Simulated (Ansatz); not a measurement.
# Reading a calculation: NaH

**What was measured.** A cell as deposited of cubic NaH (space group Fm-3m), temperature not stated, from the Crystallography Open Database (1963), has a = 4.880 Å and 14.53 Å³/atom.

The computed numbers are results of PBE, scalar-relativistic (no spin polarisation) in the plane-wave PAW code Ansatz at 420 eV, Γ-centred 12×12×12 mesh, 0.05 eV Gaussian smearing. The datasets are Ansatz's generated set soft_2.

The chain of runs began from a cell as deposited in COD, expanded in volume.

The relaxed structure (symmetry read at 0.01 Å). Symmetry: Fm-3m, No. 225, cubic system. The conventional cell has a = 4.833 Å, b = 4.833 Å, c = 4.833 Å, α = 90.00°, β = 90.00°, γ = 90.00°. Around Na (site symmetry m-3m) lie 6 H at 2.42 Å. H (site symmetry m-3m) is surrounded by 6 Na at 2.42 Å. (Shells end 15 % past the nearest neighbour.)

Task: Should it be a metal or an insulator?

Result: Formal charges Na⁺, H⁻ balance and leave closed shells on every ion, so a band insulator is expected, and the gap is 3.76 eV.

Task: What kind of gap is it?

Result: It is indirect: 3.76 eV, against 4.62 eV for the smallest direct gap. Within 0.6 eV of the edges the projected states are 96 % H 1s at the top of the valence band and 97 % Na 3s at the bottom of the conduction band. 

Task: How ionic is it?

Result: Bader charges against formal ones: Na +0.80 (+1), H −0.80 (−1). The cations give up 80 % of the formal charge; Bader charges stay under formal ones because the anions' density reaches into the cations' basins, though a share this high marks a strongly ionic bond.

Task: How stiff is it, in energy terms?

Result: B0·V0 = 23.2 GPa × 14.10 Å³ = 2.05 eV/atom sets the scale: near the minimum ΔE ≈ ½ B0 V0 x², with x = V/V0 − 1, and a pressure of 0.23 GPa squeezes the volume by about 1 %. At the ends of the curve: x = −4.0 % predicts 1.6 meV/atom and the run gives 1.7; x = +4.0 % predicts 1.7 meV/atom and the run gives 1.6. Compression costs more and expansion less than the parabola says, since the crystal stiffens as it shrinks; B0′ measures that.

All results together:

* Volume: 14.11 Å³/atom
* Band gap: 3.76 eV
* Smallest direct gap: 4.62 eV
* Bader charges: Na 0.80; H -0.80 e
* Formation energy from the elements (0 K, uncorrected): -0.20 eV/atom
* Bulk modulus (Birch–Murnaghan): 23 GPa
* Pressure derivative B0′: 3.6

**Comparison.** The computed cell (4.833 Å, 14.11 Å³/atom) differs from the database's by −2.9 % in volume, about −1.0 % in length. PBE more often overestimates volumes; a smaller cell is partly the thermal expansion and zero-point motion that the static lattice lacks, roughly 3.8 to 9.5 % in volume at 300 K (room temperature assumed) by Grüneisen's rule, γ·3k_BT/(B0·V0) with γ of 1 to 2.5. The database's entry may also be off.

Kohn–Sham gaps of semilocal functionals lie under measured ones, often by a third or more.
